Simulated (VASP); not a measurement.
# BN (P6_3/mmc) in VASP: notebook

Runs on BN. Level: PBE+D3(BJ). Tasks: single point, relaxation of cell and atoms.

All numbers are computed with VASP 6.6.1; they aren't measurements. Logs are shortened: lines on timing, memory, paths and dates and some standing lists are left out, and cuts for length are marked.

## 1. The crystal as given

The structure is hexagonal, space group P6_3/mmc (No. 194). Conventional cell: a = 2.506 Å, b = 2.506 Å, c = 6.616 Å, α = 90.00°, β = 90.00°, γ = 120.00°. Around B (site symmetry -6m2) lie 3 N at 1.45 Å. N (site symmetry -6m2) has 3 B at 1.45 Å as nearest neighbours.

## 2. Single point, PBE+D3(BJ)

Contents of INCAR:

```
SYSTEM = BN
PREC = Accurate
ENCUT = 520
EDIFF = 1E-6
ISMEAR = 0
SIGMA = 0.01
LREAL = .FALSE.
LASPH = .TRUE.
NELM = 100
ALGO = Normal
ISIF = 2
LWAVE = .FALSE.
LCHARG = .FALSE.
GGA = PE
IVDW = 12
NBANDS = 16
```

Contents of KPOINTS:

```
Automatic mesh
0
G
  12 12 4
  0 0 0
```

Contents of POSCAR:

```
BN
1.0
    2.5064237052      0.0000000000      0.0000000000
   -1.2532118526      2.1706266014      0.0000000000
    0.0000000000      0.0000000000      6.6156725754
B N
2 2
Direct
    0.3333333333      0.6666666667      0.2500000000
    0.6666666667      0.3333333333      0.7500000000
    0.3333333333      0.6666666667      0.7500000000
    0.6666666667      0.3333333333      0.2500000000
```

Potentials or basis: VASP PAW PBE potentials, release 64 (B, N).

Launch:

```bash
> cat potpaw_PBE.64/B/POTCAR potpaw_PBE.64/N/POTCAR > POTCAR
> mpirun -np 1 vasp_std > vasp.out
```

OUTCAR:

```text
SYSTEM = BN
   PREC = Accurate
   ENCUT = 520
   EDIFF = 1E-6
   ISMEAR = 0
   LREAL = .FALSE.
   LASPH = .TRUE.
   NELM = 100
   ISIF = 2
   GGA = PE
   IVDW = 12
 IVDW          = 12

 ion  position               nearest neighbor table
   1  0.333  0.667  0.250-   4 1.45   4 1.45   4 1.45
   2  0.667  0.333  0.750-   3 1.45   3 1.45   3 1.45
   3  0.333  0.667  0.750-   2 1.45   2 1.45   2 1.45
   4  0.667  0.333  0.250-   1 1.45   1 1.45   1 1.45

  LATTYP: Found a hexagonal cell.
 ALAT       =     2.5064237052
 C/A-ratio  =     2.6394869158

  Lattice vectors:

 A1 = (   2.5064237052,   0.0000000000,   0.0000000000)
 A2 = (  -1.2532118526,   2.1706266014,   0.0000000000)
 A3 = (   0.0000000000,   0.0000000000,   6.6156725754)

Analysis of symmetry for initial positions (statically):
=====================================================================
 Subroutine PRICEL returns:
 Original cell was already a primitive cell.

 Routine SETGRP: Setting up the symmetry group for a
 hexagonal supercell.

 Subroutine GETGRP returns: Found 24 space group operations
 (whereof 12 operations were pure point group operations)
 out of a pool of 24 trial point group operations.

The static configuration has the point symmetry D_3d.
 The point group associated with its full space group is D_6h.

Analysis of symmetry for dynamics (positions and initial velocities):
=====================================================================
 Subroutine PRICEL returns:
 Original cell was already a primitive cell.

 Routine SETGRP: Setting up the symmetry group for a
 hexagonal supercell.

 Subroutine GETGRP returns: Found 24 space group operations
 (whereof 12 operations were pure point group operations)
 out of a pool of 24 trial point group operations.

The dynamic configuration has the point symmetry D_3d.
 The point group associated with its full space group is D_6h.

 Subroutine INISYM returns: Found 24 space group operations
 (whereof 12 operations are pure point group operations),
 and found     1 'primitive' translations

----------------------------------------------------------------------------------------

                                     Primitive cell

  volume of cell :      35.9926

  direct lattice vectors                    reciprocal lattice vectors
     2.506423705  0.000000000  0.000000000     0.398974841  0.230348232  0.000000000
    -1.253211853  2.170626601  0.000000000     0.000000000  0.460696464  0.000000000
     0.000000000  0.000000000  6.615672575     0.000000000  0.000000000  0.151156211

[... 92 lines left out ...]
   NFREE  =      0    steps in history (QN), initial steepest desc. (CG)
   ISIF   =      2    stress and relaxation
   ISYM   =      2    0-nonsym 1-usesym 2-fastsym
   POTIM  = 0.5000    time-step for ionic-motion
   TEBEG  =    0.0;   TEEND  =   0.0 temperature during run
   PSTRESS=    0.0 pullay stress
   NELECT =      16.0000    total number of electrons
   NUPDOWN=      -1.0000    fix difference up-down
   EMIN   =  10.00;   EMAX   =-10.00  energy-range for DOS
   EFERMI =   0.00;   METHOD = LEGACY
   ISMEAR =     0;   SIGMA  =   0.01  broadening in eV -4-tet -1-fermi 0-gaus
   EFERMI_NEDOS =   21; number of points for ismear=-14 and -15
   IALGO  =     38    algorithm
   IMIX   =      4    mixing-type and parameters
     AMIX     =   0.40;   BMIX     =  1.00
     AMIX_MAG =   1.60;   BMIX_MAG =  1.00
  volume/ion in A,a.u.               =       9.00        60.72
  Fermi-wavevector in a.u.,A,eV,Ry     =   1.249425  2.361071 21.239559  1.561064
  Thomas-Fermi vector in A             =   2.383466
   LORBIT       =      0    0 simple, 1 ext, 2 COOP (PROOUT), +10 PAW based schemes
   GGA     = PE    functional components
   LHFCALC =     F    Hartree Fock is set to
   AEXX    =    0.0000 exact exchange contribution
   IVDW    =    12    specifies the selected vdW correction
   LEPSILON=     F    determine dielectric tensor
   LRPA    =     F    only Hartree local field effects (RPA)
 non-spin polarized calculation
 Gauss-broadening in eV      SIGMA  =   0.01
  energy-cutoff  :      520.00
  volume of cell :       35.99
 maximum number of plane-waves:       992
 NGX is ok and might be reduce to    20
   NGX =  9   NGY =  9   NGZ = 25

 number of electron      15.9999997 magnetization

 Free energy of the ion-electron system (eV)
  ---------------------------------------------------
  ext. energy  EPLUGINS =         0.00000000
  ---------------------------------------------------
  free energy    TOTEN  =       -35.15164070 eV

  energy without entropy =      -35.15164070  energy(sigma->0) =      -35.15164070

 E-fermi :   2.4257     XC(G=0): -10.0888

 val. band max:        2.2901411422   @ k =   0.3333   0.3333   0.5000
 cond. band min:       6.5568901669   @ k =   0.5000  -0.0000   0.0000
 fundamental gap:      4.2667490246
 Fermi energy:         2.4256663935

 k-point     1 :       0.0000    0.0000    0.0000
  band No.  band energies     occupation
      1     -15.4947      2.00000
      2     -15.1915      2.00000
      3      -3.9249      2.00000
      4      -1.7586      2.00000
      5       0.9565      2.00000
      6       0.9565      2.00000
[... 433 lines left out ...]
      3      -4.5904      2.00000
      4      -4.5302      2.00000
      5      -1.2854      2.00000
      6      -1.2402      2.00000
[... 8 lines left out ...]
     15      19.0802      0.00000
     16      20.8572      0.00000

 [... further k-points ...]

------------------------ aborting loop because EDIFF is reached ----------------------------------------

 Edisp (eV)   -0.56605

 E8    (eV) :    -0.1658

  FORCE on cell =-STRESS in cart. coord.  units (eV):
  Direction    XX          YY          ZZ          XY          YZ          ZX
  --------------------------------------------------------------------------------------
  -------------------------------------------------------------------------------------
  Total       0.04114     0.04114    -0.02978    -0.00000    -0.00000    -0.00000
  in kB       1.83131     1.83131    -1.32585    -0.00000    -0.00000    -0.00000
  external pressure =        0.78 kB  Pullay stress =        0.00 kB

 VOLUME and BASIS-vectors are now :
 -----------------------------------------------------------------------------
  energy-cutoff  :      520.00
  volume of cell :       35.99
      direct lattice vectors                 reciprocal lattice vectors
     2.506423705  0.000000000  0.000000000     0.398974841  0.230348232  0.000000000
    -1.253211853  2.170626601  0.000000000     0.000000000  0.460696464  0.000000000
     0.000000000  0.000000000  6.615672575     0.000000000  0.000000000  0.151156211

 POSITION                                       TOTAL-FORCE (eV/Angst)
 -----------------------------------------------------------------------------------
     -0.00000      1.44708      1.65392         0.000000     -0.000000      0.000000
      1.25321      0.72354      4.96175        -0.000000      0.000000      0.000000
     -0.00000      1.44708      4.96175         0.000000      0.000000      0.000000
      1.25321      0.72354      1.65392         0.000000      0.000000      0.000000
 -----------------------------------------------------------------------------------
    total drift:                                0.000000     -0.000000      0.000000

  FREE ENERGIE OF THE ION-ELECTRON SYSTEM (eV)
  ---------------------------------------------------
  free  energy   TOTEN  =       -35.7176916511 eV

  energy  without entropy=      -35.7176916511  energy(sigma->0) =      -35.71769165
```

It took 13 s on 1 thread of Intel Xeon 6975P-C (Granite Rapids), shared host; peak memory 0.17 GiB.

Results:

```yaml
Free_energy: -35.7177 eV
Pressure: 0.1 GPa
Band_gap_on_the_k_mesh: 4.27 eV, indirect (least direct gap 4.63 eV)
Dispersion_energy_per_atom: -0.142 eV
```

A k mesh can miss the band edges. PBE gaps usually lie below the measured ones, often by a third to a half.

## 3. Relaxation of cell and atoms, PBE+D3(BJ)

This run uses another cell than the first one, of 8.97 Å³/atom, 0.996 times its volume.

Contents of INCAR:

```
  PREC = Accurate
  ENCUT = 600
  EDIFF = 1E-6
  ISMEAR = 0
  SIGMA = 0.01
  LREAL = False
  LASPH = True
  NELM = 100
  ALGO = Normal
  ISIF = 3
  LWAVE = False
  LCHARG = False
  GGA = PE
  IVDW = 12
  IBRION = 2
  NSW = 80
  EDIFFG = -0.002
```

Contents of KPOINTS:

```
regular mesh
0
Gamma
  12 12 4
```

Contents of POSCAR:

```
BN
1.0
    2.4982400000      0.0000000000      0.0000000000
   -1.2491200000      2.1635393048      0.0000000000
    0.0000000000      0.0000000000      6.6357000000
B N
2 2
Direct
    0.3333333333      0.6666666667      0.2500000000
    0.6666666667      0.3333333333      0.7500000000
    0.3333333333      0.6666666667      0.7500000000
    0.6666666667      0.3333333333      0.2500000000
```

Potentials or basis: VASP PAW PBE potentials, release 64 (B, N).

Launch:

```bash
> cat potpaw_PBE.64/B/POTCAR potpaw_PBE.64/N/POTCAR > POTCAR
> mpirun -np 1 vasp_std > vasp.out
```

Wall time 57 s (1 thread of Intel Xeon 6975P-C (Granite Rapids), shared host); peak memory 0.18 GiB.

Results (log left out):

* Free energy: -35.7241 eV
* Relaxed volume: 8.92 Å³/atom
* Relaxed cell: a = 2.506 Å, b = 2.506 Å, c = 6.561 Å, α = 90.00°, β = 90.00°, γ = 120.00°
* Space group after relaxing (to 0.05 Å): P6_3/mmc (No. 194)
* Energy gained by relaxing: 0.8 meV/atom
* Ionic steps: 9
* Pressure after relaxing: 0.0 GPa
* Band gap on the k mesh: 4.25 eV, indirect (least direct gap 4.63 eV)
* Dispersion energy per atom: -0.143 eV

Step by step:
```csv
step,energy change (eV),largest force (eV/Å),pressure (GPa),volume (Å³)
1,0.0000,0.0000,2.26,35.87
2,0.0069,0.0000,-4.50,36.53
3,-0.0026,0.0000,-0.12,36.09
4,-0.0026,0.0000,-0.09,36.09
5,-0.0027,0.0000,-0.07,36.06
6,-0.0028,0.0000,-0.05,35.98
7,-0.0030,0.0000,-0.01,35.82
8,-0.0029,0.0000,0.08,35.49
9,-0.0030,0.0000,0.01,35.69
```

Final structure:
```
CELL_PARAMETERS angstrom
2.50625 0.00000 0.00000
-1.25313 2.17048 0.00000
0.00000 0.00000 6.56055
ATOMIC_POSITIONS crystal
B 0.33333 0.66667 0.25000
B 0.66667 0.33333 0.75000
N 0.33333 0.66667 0.75000
N 0.66667 0.33333 0.25000
```

Levels at points of the mesh, in eV from the valence-band top:
| k point | band 6 | band 7 | band 8 | band 9 | band 10 | band 11 |
| --- | --- | --- | --- | --- | --- | --- |
| (0.00, 0.00, 0.00) | -1.34 | -1.30 | -1.30 | 5.33 | 10.44 | 11.51 |
| (0.50, 0.00, 0.00) | -4.08 | -1.49 | -0.41 | 4.25 | 5.69 | 9.51 |
| (0.00, 0.00, 0.50) | -1.32 | -1.32 | -1.32 | 7.76 | 7.76 | 11.58 |
| (0.50, 0.00, 0.50) | -4.11 | -0.92 | -0.92 | 4.72 | 4.72 | 9.89 |

A k mesh can miss the band edges. Expect the measured gap to be larger: semilocal functionals such as PBE lack the derivative discontinuity.
